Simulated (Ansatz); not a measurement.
# Elastic constants of Mg2Sn (Fm-3m) under pressure

```yaml
crystal:
  lattice:
    - [0.00000, 3.37395, 3.37395]
    - [3.37395, 0.00000, 3.37395]
    - [3.37395, 3.37395, 0.00000]
  atoms:
    - { symbol: Mg, position: [0.25000, 0.25000, 0.25000] }
    - { symbol: Mg, position: [0.75000, 0.75000, 0.75000] }
    - { symbol: Sn, position: [0.00000, 0.00000, 0.00000] }
```

This is the zero-pressure cell. At each pressure cell and atoms are relaxed in this structure, and the constants are slopes of the stress at strains of ±0.005 with relaxed ions (the coefficients that govern stability under load). Level: PBEsol, PAW on Ansatz 0.2.0's default frozen-core files (fitted under PBE), scalar-relativistic; k mesh 12×12×12, strains of ±0.005, Fermi-Dirac smearing of 0.100 eV, cutoff 420 eV. P is the pressure of the relaxed cell, less that of this one.

| P (GPa) | V/V₀ | C11 (GPa) | C12 (GPa) | C44 (GPa) |
| --- | --- | --- | --- | --- |
| 0.00 | 1.0000 | 74.9 | 27.5 | 30.5 |
| 1.01 | 0.9780 | 80.3 | 31.2 | 31.9 |
| 1.99 | 0.9589 | 85.3 | 34.6 | 33.1 |
| 4.01 | ? | ? | ? | ? |
| 7.01 | 0.8829 | 109.0 | 51.8 | 38.1 |
| 10.01 | 0.8488 | 121.9 | 61.8 | 40.4 |
| 15.01 | 0.8031 | 141.8 | 78.3 | 43.3 |

Question: Does the bulk modulus from the constants agree with the pressure-volume curve?

Answer: A third-order Birch-Murnaghan fit to the volumes shown (F against f, f = [(V₀/V)^(2/3) − 1]/2) gives B₀ = 43.4 GPa and B′ = 4.2. Its −V dP/dV stands beside (C11 + 2C12)/3:

```
P (GPa)  from P(V)  from the constants
   0.00       43.4                43.3
   1.01       47.5                47.5
   1.99       51.5                51.5
   7.01       70.8                70.9
  10.01       81.9                81.8
  15.01      100.0                99.5
```

Question: What are the pressure derivatives at zero pressure?

Answer: Slopes at V₀ of quadratic fits in −ln(V/V₀) through the first four rows shown, divided by B₀: dC11/dP = 5.4, dC12/dP = 3.6, dC44/dP = 1.5. The mean slopes up to 2.0 GPa are 5.2, 3.6, 1.3; curvature and scatter of the constants part the two. The combination (dC11/dP + 2 dC12/dP)/3 = 4.2 stands against B′.

Question: Fill the row at 4.01 GPa.

Answer: Cubic fits in −ln(V/V₀) through all rows shown give C11 = 95.2, C12 = 41.7, C44 = 35.4 GPa. Computed: V/V₀ = 0.9245, C11 (GPa) = 95.2, C12 (GPa) = 41.7, C44 (GPa) = 35.4.

Question: Does a shear stiffness soften?

Answer: C44 goes from 30.5 to 43.3 GPa; (C11 − C12)/2 goes from 23.7 to 31.8 GPa. Neither ends more than 3 % under its start, and the lattice stays mechanically stable over this range.

Limits of these numbers: no other phase was computed; many crystals of this kind change structure within this range, and rows or crossings beyond such a change describe a metastable lattice; frozen-core PAW files fitted under PBE, their cores solved anew for the functional of the run; responses of metals move with mesh and smearing; the gap is closed or tiny at this level, so small that the run used smearing; responses move with mesh and smearing; phonons weren't checked at these pressures.
